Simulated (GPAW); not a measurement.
# CuI (F-43m): G0W0 with GPAW, start to end

How does a plane-wave GW calculation on CuI (F-43m) run from the first input to the gap?

Method: PBE and many-body steps on it, plane waves, in GPAW 26.7.0.

The database entry behind the starting cell differs from later determinations by our own check (about 0.15 % long (mineral sample)), so it need not match the best structure at ambient conditions.

### Step 1. Set-up

Symmetry: F-43m, No. 216, cubic system. The conventional cell has a = 6.063 Å, b = 6.063 Å, c = 6.063 Å, α = 90.00°, β = 90.00°, γ = 90.00°. Nearest to Cu lie 4 I at 2.63 Å. Nearest to I lie 4 Cu at 2.63 Å. Farther neighbours and most contacts between anions are not listed.

The cell and positions come from the Crystallography Open Database and are kept as given unless a step says otherwise. Spin-orbit coupling is left out unless a step names it.

### Step 2. Ground state

This step: GPAW 26.7.0; DFT, PBE, plane waves, PAW.

The ground-state density comes first.

File run.py:

```python
import json
import numpy as np
from gpaw.mpi import world
from ase import Atoms
from gpaw import GPAW, PW, FermiDirac

atoms = Atoms(['Cu', 'I'],
    cell=[[0.0000000000, 3.0315000000, 3.0315000000],
      [3.0315000000, 0.0000000000, 3.0315000000],
      [3.0315000000, 3.0315000000, 0.0000000000]],
    scaled_positions=[[0.2500000000, 0.2500000000, 0.2500000000],
      [0.0000000000, 0.0000000000, 0.0000000000]],
    pbc=(True, True, True))
calc = GPAW(mode=PW(600),
    xc='PBE',
    kpts={'size': (6, 6, 6), 'gamma': True},
    occupations=FermiDirac(0.001),
    nbands=-7,
    convergence={'density': 1e-6, 'bands': -3},
    maxiter=100,
    txt='gs.txt')
atoms.calc = calc
res = {'energy': atoms.get_potential_energy()}
kpts = calc.get_ibz_k_points()
res['kpts'] = kpts
res['eigenvalues'] = [calc.get_eigenvalues(kpt=k) for k in range(len(kpts))]
res['n_electrons'] = calc.get_number_of_electrons()
calc.write('gs.gpw')

if world.rank == 0:
    with open('result.json', 'w') as f:
        json.dump(res, f, default=lambda x: x.tolist())
```

Command:

```sh
$ mpirun -n 8 gpaw python run.py
```

Numbers of over 12 decimals in the logs are rounded to 6 here.

The log of the run:

```text
__  _  _
 | _ |_)|_||  |
 |__||  | ||/\| - 26.7.0

Input parameters:
  mode=PW(ecut=600.0),
  convergence={'density': 1e-06, 'bands': -3},
  kpts=MonkhorstPack(size=(6, 6, 6), gamma=True),
  maxiter=100,
  nbands=-7,
  occupations=Occupations(name='fermi-dirac', width=0.001, fixmagmom=False),
  xc=XC(name='PBE')
  [... matrices ...]
Diagonalizing LCAO Hamiltonian
Converting LCAO to pw mode

            Cu

       I

Atoms  # Å, Bohr magnetons
|   | symbol |        x |        y |        z |    initial magnetic moments |
| 0 |     Cu | 1.515750 | 1.515750 | 1.515750 | ( 0.0000,  0.0000,  0.0000) |
| 1 |      I | 0.000000 | 0.000000 | 0.000000 | ( 0.0000,  0.0000,  0.0000) |

Unit cell  # Å
| periodic |        x |        y |        z |  lengths |    angles |
|      yes | 0.000000 | 3.031500 | 3.031500 | 4.287188 | 60.000000 |
|      yes | 3.031500 | 0.000000 | 3.031500 | 4.287188 | 60.000000 |
|      yes | 3.031500 | 3.031500 | 0.000000 | 4.287188 | 60.000000 |

Number of symmetries: 24
Symmetry operations  # r_c * U_cc + t_c -> r_c
|    | kind |            matrix            |
|  0 |  E   |  1, 0, 0,  0, 1, 0,  0, 0, 1 |
|  1 |  σ   |  1, 0, 0,  0, 0, 1,  0, 1, 0 |
|  2 |  σ   |  1, 0,-1,  0, 1,-1,  0, 0,-1 |
|  3 |  C3  |  1, 0,-1,  0, 0,-1,  0, 1,-1 |
|  4 |  C3  |  1,-1, 0,  0,-1, 1,  0,-1, 0 |
|  5 |  σ   |  1,-1, 0,  0,-1, 0,  0,-1, 1 |
|  6 |  σ   |  0, 1, 0,  1, 0, 0,  0, 0, 1 |
|  7 |  C3  |  0, 1, 0,  0, 0, 1,  1, 0, 0 |
|  8 |  C2  |  0, 1,-1,  1, 0,-1,  0, 0,-1 |
|  9 |  S4  |  0, 1,-1,  0, 0,-1,  1, 0,-1 |
| 10 |  C3  |  0, 0, 1,  1, 0, 0,  0, 1, 0 |
| 11 |  σ   |  0, 0, 1,  0, 1, 0,  1, 0, 0 |
| 12 |  S4  |  0, 0,-1,  1, 0,-1,  0, 1,-1 |
| 13 |  C3  |  0, 0,-1,  0, 1,-1,  1, 0,-1 |
| 14 |  S4  |  0,-1, 1,  1,-1, 0,  0,-1, 0 |
| 15 |  C2  |  0,-1, 1,  0,-1, 0,  1,-1, 0 |
| 16 |  C3  |  0,-1, 0,  1,-1, 0,  0,-1, 1 |
| 17 |  S4  |  0,-1, 0,  0,-1, 1,  1,-1, 0 |
| 18 |  S4  | -1, 1, 0, -1, 0, 1, -1, 0, 0 |
| 19 |  C3  | -1, 1, 0, -1, 0, 0, -1, 0, 1 |
| 20 |  C3  | -1, 0, 1, -1, 1, 0, -1, 0, 0 |
| 21 |  S4  | -1, 0, 1, -1, 0, 0, -1, 1, 0 |
| 22 |  σ   | -1, 0, 0, -1, 1, 0, -1, 0, 1 |
| 23 |  C2  | -1, 0, 0, -1, 0, 1, -1, 1, 0 |

BZ-sampling:
  Number of BZ points: 216
  Number of IBZ points: 16

  Monkhorst-Pack size: [6, 6, 6]
  Monkhorst-Pack shift: [0.083333, 0.083333, 0.083333]

K-points  # in reciprocal-cell coordinates
|     |                                coordinates |     weight |
|   0 | (  0.00000000,   0.00000000,   0.00000000) | 0.00462963 |
|   1 | (  0.16666667,   0.16666667,   0.00000000) | 0.02777778 |
|   2 | (  0.16666667,   0.16666667,   0.16666667) | 0.03703704 |
|   3 | (  0.33333333,   0.16666667,   0.16666667) | 0.05555556 |
|   4 | (  0.33333333,   0.33333333,  -0.33333333) | 0.05555556 |
|   5 | (  0.33333333,   0.33333333,   0.00000000) | 0.02777778 |
|   6 | (  0.33333333,   0.33333333,   0.16666667) | 0.11111111 |
|   7 | (  0.33333333,   0.33333333,   0.33333333) | 0.03703704 |
|   8 | (  0.50000000,   0.33333333,  -0.33333333) | 0.11111111 |
|   9 | (  0.50000000,   0.33333333,  -0.16666667) | 0.05555556 |
| ... |                                            |            |
|  15 | (  0.50000000,   0.50000000,   0.50000000) | 0.01851852 |

Plane wave coefficients: 1874
Cutoff: 600.0 eV

Spin-components: 1 (collinear spins)
Bands:           16
Projectors:      11
Spin-degeneracy: 2
Datatype:        complex128

  Storage: CPU
  Wave functions: 7_524_352 bytes (940_544 per core)
  Projectors: 10_345_984 bytes (1_293_248 per core)
  [... matrices ...]
Parallelization:
  kpt:    8
  domain: 1
  band:   1

Density:
  Valence electrons: 18.0
  Components: 1
  Grid points: [25 25 25]
  Charge: 0.0  # |e|

Potential:
  Grid points: [25 25 25]

species:
  Cu:
    name:    Copper
    Z:       29.0
    valence: 11
    core:    18
    charge:  0.0  # [|e|]
    compensation charges:
      type: gauss
      rc: 0.33  # [Å]
      lmax: 2
    cutoffs:
      filter: 2.06  # [Å]
      core: 2.43  # [Å]
    projectors
    | kind |    occ | energy [eV] | rcut [Å] |
    |   4s |  1.000 |      -4.609 |    1.164 |
    |   4p |  0.000 |      -0.698 |    1.164 |
    |   3d | 10.000 |      -5.039 |    1.058 |
    |    s |        |      22.603 |    1.164 |
    |    p |        |      26.513 |    1.164 |
    |    d |        |      22.172 |    1.058 |

    Using partial waves for Cu as LCAO basis

  I:
    name:    Iodine
    Z:       53.0
    valence: 7
    core:    46
    charge:  0.0  # [|e|]
    compensation charges:
      type: gauss
      rc: 0.37  # [Å]
      lmax: 2
    cutoffs:
      filter: 2.06  # [Å]
      core: 2.90  # [Å]
    projectors
    | kind |    occ | energy [eV] | rcut [Å] |
    |   5s |  2.000 |     -17.382 |    1.164 |
    |   5p |  5.000 |      -7.088 |    1.164 |
    |    s |        |       9.829 |    1.164 |
    |    p |        |      20.123 |    1.164 |
    |    d |        |       0.000 |    1.164 |

    Using partial waves for I as LCAO basis

Reference energy: -238562.247507  # eV

eigensolver:
  PPCG
  Converge bands: -3
  niter=2

density mixing:
  MSR1-Mixer
  Pratt-step length: 0.05
  Maximum mixing coefficient: 0.75
  Old densities: 10
  SVD Regularization: 0.005
  Good broyden scale: 1.0
  Trust region scale: 1.0
  Backstep threshold: 4.0
  History deletion threshold: 6.0
  Fourier metric: weight=20.0, sigma=0.015

occupation numbers:
  Fermi-Dirac:
    width: 0.0010  # eV

poisson solver:
  ecut: 4800.0  # eV

xc functional:
  name: PBE with 2 nearest neighbor stencil

Initialization done in: 0.724 s

convergence criteria:
- Maximum integral of absolute [dens]ity change: 1e-06 electrons / valence electron
- Maximum [total energy] change in last 3 cyles: 0.0005 eV / valence electron
- Maximum integral of absolute [eigenst]ate change: 4e-08 eV^2 / valence electron
maximum number of iterations: 100

SCF iterations
|iter     |     time |      energy | eigst |  dens |
|iter:   1|  |   -5.657588 | +1.14 |       |
|iter:   2|  |   -5.565466 | -1.25 | -1.30 |
|iter:   3|  |   -5.453524 | -1.68 | -1.38 |
|iter:   4|  |   -5.451240 | -3.72 | -1.72 |
|iter:   5|  |   -5.449781c| -3.38 | -1.89 |
|iter:   6|  |   -5.449810c| -4.94 | -3.06 |
|iter:   7|  |   -5.449827c| -5.20 | -3.33 |
|iter:   8|  |   -5.449827c| -6.80 | -4.17 |
|iter:   9|  |   -5.449827c| -7.65c| -4.69 |
|iter:  10|  |   -5.449827c| -8.33c| -5.43 |
|iter:  11|  |   -5.449827c| -8.86c| -5.85 |
|iter:  12|  |   -5.449827c| -9.56c| -6.87c|

Converged in 12 steps
SCF loop duration: 1.451 s (0.121 s/step)
Energy contributions relative to reference atoms: (reference = -238562.247507)
  [... matrices ...]
Energy contributions:
  Kinetic:           1.724091
  Coulomb:          -2.332394
  Zero:             -0.004527
  External:          0.000000
  Xc:               -4.836997
  Entropy:          -0.000000
  Spinorbit:         0.000000
  ----------------------------
  Free energy:      -5.449827
  Extrapolated:     -5.449827

dipole moment: (-31.753517, -31.753517, -31.753517)  # |e|*Ang

Fermi level: 5.434
Eigenvalues  # (at kpt = [0.000, 0.000, 0.000])
| band index |      eig [eV] | occ [0-2] |
|          0 |        -9.551 |     2.000 |
|          1 |         0.823 |     2.000 |
|          2 |         0.823 |     2.000 |
|          3 |         0.823 |     2.000 |
|          4 |         2.633 |     2.000 |
|          5 |         2.633 |     2.000 |
|          6 |         4.474 |     2.000 |
|          7 |         4.474 |     2.000 |
|          8 |         4.474 |     2.000 |
|          9 |         5.612 |     0.000 |
|         10 |         9.359 |     0.000 |
|         11 |         9.359 |     0.000 |
|         12 |         9.359 |     0.000 |
|         13 |        12.853 |     0.000 |
|         14 |        14.172 |     0.000 |
|         15 |        14.172 |     0.000 |

Gap: 1.138 eV
Transition (v -> c):
  (s=0, k=0, n=8, [0.00, 0.00, 0.00]) -> (s=0, k=0, n=9, [0.00, 0.00, 0.00])
No difference between direct/indirect transitions
# Writing to gs.gpw (mode='')
  [... matrices ...]
```

It took 3.7 s on 8 MPI ranks of Arm Neoverse V2, shared host; peak memory 1.2 GiB.

This step gave:

```yaml
total_energy: -5.450 eV
gap: 1.138 eV
k_of_the_valence_top: 0, 0, 0
k_of_the_conduction_bottom: 0, 0, 0
least_direct_gap: 1.138 eV
```

The gap is direct, at Γ.

### Step 3. Bands along the symmetry lines

The cheap functional maps the bands first; the places of the edges decide which points the dearer methods must see.

File run.py:

```python
import json
import numpy as np
from gpaw.mpi import world
from gpaw import GPAW

path = [[0.000000, 0.000000, 0.000000],
    [-0.062500, -0.062500, 0.000000],
    [-0.125000, -0.125000, 0.000000],
    [-0.187500, -0.187500, 0.000000],
    [-0.250000, -0.250000, 0.000000],
    [-0.312500, -0.312500, 0.000000],
    [-0.375000, -0.375000, 0.000000],
    [-0.437500, -0.437500, 0.000000],
    [-0.500000, -0.500000, 0.000000],
    [-0.484375, -0.484375, 0.031250],
    [-0.468750, -0.468750, 0.062500],
    [-0.453125, -0.453125, 0.093750],
    [-0.437500, -0.437500, 0.125000],
    [-0.421875, -0.421875, 0.156250],
    [-0.406250, -0.406250, 0.187500],
    [-0.390625, -0.390625, 0.218750],
    [-0.375000, -0.375000, 0.250000],
    [-0.375000, 0.000000, 0.375000],
    [-0.328125, 0.000000, 0.328125],
    [-0.281250, 0.000000, 0.281250],
    [-0.234375, 0.000000, 0.234375],
    [-0.187500, 0.000000, 0.187500],
    [-0.140625, 0.000000, 0.140625],
    [-0.093750, 0.000000, 0.093750],
    [-0.046875, 0.000000, 0.046875],
    [0.000000, 0.000000, 0.000000],
    [0.000000, 0.000000, 0.062500],
    [0.000000, 0.000000, 0.125000],
    [0.000000, 0.000000, 0.187500],
    [0.000000, 0.000000, 0.250000],
    [0.000000, 0.000000, 0.312500],
    [0.000000, 0.000000, 0.375000],
    [0.000000, 0.000000, 0.437500],
    [-0.000000, 0.000000, 0.500000],
    [-0.062500, -0.031250, 0.468750],
    [-0.125000, -0.062500, 0.437500],
    [-0.187500, -0.093750, 0.406250],
    [-0.250000, -0.125000, 0.375000],
    [-0.312500, -0.156250, 0.343750],
    [-0.375000, -0.187500, 0.312500],
    [-0.437500, -0.218750, 0.281250],
    [-0.500000, -0.250000, 0.250000],
    [-0.500000, -0.281250, 0.218750],
    [-0.500000, -0.312500, 0.187500],
    [-0.500000, -0.343750, 0.156250],
    [-0.500000, -0.375000, 0.125000],
    [-0.500000, -0.406250, 0.093750],
    [-0.500000, -0.437500, 0.062500],
    [-0.500000, -0.468750, 0.031250],
    [-0.500000, -0.500000, 0.000000]]
calc = GPAW('gs.gpw').fixed_density(kpts=path,
    symmetry='off',
    nbands=19,
    convergence={'bands': 15},
    txt='bands.txt')
res = {}
kpts = calc.get_ibz_k_points()
res['kpts'] = kpts
res['eigenvalues'] = [calc.get_eigenvalues(kpt=k) for k in range(len(kpts))]
res['n_electrons'] = calc.get_number_of_electrons()

if world.rank == 0:
    with open('result.json', 'w') as f:
        json.dump(res, f, default=lambda x: x.tolist())
```

Command:

```sh
$ mpirun -n 8 gpaw python run.py
```

The log of the run:

```text
Diagonalizing LCAO Hamiltonian
Converting LCAO to pw mode
convergence criteria:
- Maximum integral of absolute [eigenst]ate change: 4e-08 eV^2 / valence electron
maximum number of iterations: 100

SCF iterations
|iter     |     time |      energy | eigst |  dens |
|iter:   1|  |             | +1.59 |       |
|iter:   2|  |             | -0.07 |       |
|iter:   3|  |             | -1.05 |       |
[...]
|iter:   7|  |             | -6.03 |       |
|iter:   8|  |             | -7.24 |       |
|iter:   9|  |             | -8.03c|       |
SCF steps: 9
  __  _  _
 | _ |_)|_||  |
 |__||  | ||/\| - 26.7.0

Input parameters:
  mode=PW(ecut=600.0),
  convergence={'bands': 15},
  gpts=array([25, 25, 25]),
  kpts=KPoints(kpts=array([[ 0.      ,  0.      ,  0.      ],
         [-0.0625  , -0.0625  ,  0.      ],
         [-0.125   , -0.125   ,  0.      ],
         [-0.1875  , -0.1875  ,  0.      ],
[...]
[-0.484375, -0.484375,  0.03125 ],
[...]
[-0.453125, -0.453125,  0.09375 ],
[...]
[-0.421875, -0.421875,  0.15625 ],
[...]
[-0.390625, -0.390625,  0.21875 ],
[...]
[-0.328125,  0.      ,  0.328125],
[...]
[-0.234375,  0.      ,  0.234375],
[...]
[-0.140625,  0.      ,  0.140625],
[...]
[-0.046875,  0.      ,  0.046875],
         [ 0.      ,  0.      ,  0.      ],
         [ 0.      ,  0.      ,  0.0625  ],
         [ 0.      ,  0.      ,  0.125   ],
[...]
[ 0.      ,  0.      ,  0.375   ],
         [ 0.      ,  0.      ,  0.4375  ],
[...]
[-0.5     , -0.4375  ,  0.0625  ],
         [-0.5     , -0.46875 ,  0.03125 ],
         [-0.5     , -0.5     ,  0.      ]])),
  maxiter=100,
  nbands=19,
  occupations=Occupations(name='fermi-dirac', width=0.001, fixmagmom=False),
  parallel={},
  symmetry=Symmetry(point_group=False, time_reversal=False),
  xc=XC(name='PBE')
  [... matrices ...]
timing:  # [seconds]
  Total: 0.026  # ━━━━━━━━━━━━━━━━━━━━━━━━━━━━━━━━━━━━━━━━━━━━━━━━━━━━━━━━━━━
```

Wall time 5.5 s (8 MPI ranks); peak memory 1.4 GiB; 43 s of CPU time.

This step gave:

* gap: 1.138 eV
* k of the valence top: 0, 0, 0
* k of the conduction bottom: 0, 0, 0
* least direct gap: 1.138 eV

The gap is 1.138 eV, as in the run before at this level.

Electronic bands along the path, in eV, zero at the top of the highest filled band:

| point | band 6 | band 7 | band 8 | band 9 | band 10 | band 11 | band 12 | band 13 |
| --- | --- | --- | --- | --- | --- | --- | --- | --- |
| Γ | -1.84 | 0.00 | 0.00 | 0.00 | 1.14 | 4.88 | 4.88 | 4.88 |
| halfway | -1.79 | -1.08 | -0.87 | -0.87 | 3.22 | 3.39 | 6.81 | 6.81 |
| X | -1.79 | -1.74 | -1.48 | -1.48 | 2.71 | 2.90 | 9.19 | 9.86 |
| halfway | -1.79 | -1.77 | -1.47 | -1.41 | 2.87 | 3.39 | 8.44 | 9.05 |
| U | -1.81 | -1.70 | -1.49 | -1.23 | 3.10 | 4.62 | 7.56 | 7.90 |
| jump to K | -1.81 | -1.70 | -1.49 | -1.23 | 3.10 | 4.62 | 7.56 | 7.90 |
| halfway | -1.81 | -1.32 | -1.06 | -0.39 | 3.11 | 5.00 | 5.58 | 5.67 |
| Γ | -1.84 | 0.00 | 0.00 | 0.00 | 1.14 | 4.88 | 4.88 | 4.88 |
| halfway | -1.85 | -1.26 | -0.37 | -0.37 | 2.27 | 5.45 | 5.45 | 5.48 |
| L | -1.81 | -1.76 | -0.71 | -0.71 | 2.15 | 5.42 | 5.42 | 7.44 |
| halfway | -1.82 | -1.71 | -1.29 | -0.99 | 3.49 | 4.68 | 6.23 | 7.43 |
| W | -1.89 | -1.75 | -1.58 | -1.24 | 4.50 | 4.65 | 6.07 | 6.40 |
| halfway | -1.86 | -1.75 | -1.54 | -1.33 | 3.39 | 3.51 | 7.81 | 7.97 |
| X | -1.79 | -1.74 | -1.48 | -1.48 | 2.71 | 2.90 | 9.19 | 9.86 |

### Step 4. Empty states on the mesh, 4×4×4 mesh, 242 bands

The sums over transitions need many empty states on a uniform mesh; this step solves for them.

File run.py:

```python
import json
import numpy as np
from gpaw.mpi import world
from gpaw import GPAW

calc = GPAW('gs.gpw').fixed_density(kpts={'size': (4, 4, 4), 'gamma': True},
    parallel={'domain': 1, 'band': 1},
    txt='nscf.txt')
calc.diagonalize_full_hamiltonian(nbands=242)
calc.write('full.gpw', mode='all')
res = {}
kpts = calc.get_ibz_k_points()
res['kpts'] = kpts
res['eigenvalues'] = [calc.get_eigenvalues(kpt=k) for k in range(len(kpts))]
res['n_electrons'] = calc.get_number_of_electrons()

if world.rank == 0:
    with open('result.json', 'w') as f:
        json.dump(res, f, default=lambda x: x.tolist())
```

Command:

```sh
$ mpirun -n 8 gpaw python run.py
```

The log of the run:

```text
Diagonalizing LCAO Hamiltonian
Converting LCAO to pw mode
convergence criteria:
- Maximum integral of absolute [eigenst]ate change: 4e-08 eV^2 / valence electron
maximum number of iterations: 100

SCF iterations
|iter     |     time |      energy | eigst |  dens |
|iter:   1|  |             | +1.03 |       |
|iter:   2|  |             | -0.66 |       |
|iter:   3|  |             | -2.02 |       |
|iter:   4|  |             | -3.48 |       |
|iter:   5|  |             | -4.63 |       |
|iter:   6|  |             | -5.89 |       |
|iter:   7|  |             | -6.92 |       |
|iter:   8|  |             | -7.62c|       |
SCF steps: 8
  __  _  _
 | _ |_)|_||  |
 |__||  | ||/\| - 26.7.0

Input parameters:
  mode=PW(ecut=600.0),
  convergence={'density': 1e-06, 'bands': -3},
  gpts=array([25, 25, 25]),
  kpts=MonkhorstPack(size=(4, 4, 4), gamma=True),
  maxiter=100,
  nbands=16,
  occupations=Occupations(name='fermi-dirac', width=0.001, fixmagmom=False),
  parallel={'domain': 1, 'band': 1},
  xc=XC(name='PBE')
Matrix size: 1837x1837
# Writing to full.gpw (mode='all')
  [... matrices ...]

timing:  # [seconds]
  Total: 6.497  # ━━━━━━━━━━━━━━━━━━━━━━━━━━━━━━━━━━━━━━━━━━━━━━━━━━━━━━━━━━━
```

Wall time 9.2 s (8 MPI ranks); peak memory 3 GiB.

Numbers from this step:

* gap: 1.138 eV
* k of the valence top: 0, 0, 0
* k of the conduction bottom: 0, 0, 0
* least direct gap: 1.138 eV
* k points computed: 8
* lowest point of the top converged band, above the valence top: 138.5158 eV

On this mesh the gap is 1.138 eV.

(Continued in part 2 of 2.)

[Paths, hosts, dates, memory and timing lines, banners, echoed tables and standing remarks are left out of the program output.]

[Logs are printed without paths, hosts, clocks, repeated set-up lines and the standing remarks that a program may print on its own settings, such as how far it seeks lower states.]

[Runs of the session that timed out or met a known fault of the program may be left out.]

[Hosts, paths, dates, database ids (printed as entryN), source tags and the programs' standing remarks are cut or masked in the printed files.]
